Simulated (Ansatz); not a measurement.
Notes on SiNi₃

```
Si Ni
1.0
     3.52429   -0.05313   -3.43780
    -0.01383    3.51424    0.03930
     3.55949    0.02547    3.47299
Si Ni
2 6
Direct
  0.00715 0.99223 0.98113
  0.47143 0.98359 0.50771
  0.27514 0.48460 0.76237
  0.76620 0.48638 0.28182
  0.99083 0.00582 0.51503
  0.47737 0.98969 0.00212
  0.27458 0.49135 0.25145
  0.77602 0.52906 0.75400
```

Level: r2SCAN, collinear spin; 500 eV; 4×5×4 (shifted by 0.5, 0, 0 steps) mesh; fermi-dirac occupations (width 0.1 eV); Ansatz 0.2.0, fixed geometry.

The state carries no moments; the state need not be the lowest.

- Electronic structure: It is a metal on this mesh, though the bands barely overlap, with about 3.5 states/eV a cell as the mean within 0.25 eV of the Fermi level, mostly Ni d (94 %).
- Forces: The largest is on Ni8: 2.11 eV/Å, components (0.21, -1.16, 1.75). It makes 166° with the line to a nearest neighbour, Ni5 at 2.27 Å, pointing away from it.
- Stress: The pressure is -2.2 GPa (compression positive), so with the atoms held at these fractions the cell would first shrink; the forces are large, so a full relaxation may end otherwise. The principal stresses -5.6, -4.1, 3.0 GPa differ, so its shape would change too.
- Formation energy: -0.34 eV an atom against the elements' usual phases (free molecules for gases, crystals otherwise, with no correction for O₂ or N₂), so it is bound against them; other compounds may still compete. Relaxing would lower it.

Origin: a strained cell with displaced atoms, so it need not be a known compound. Caveats: the k mesh is coarse if the cell is a metal; atoms or cell far from equilibrium.
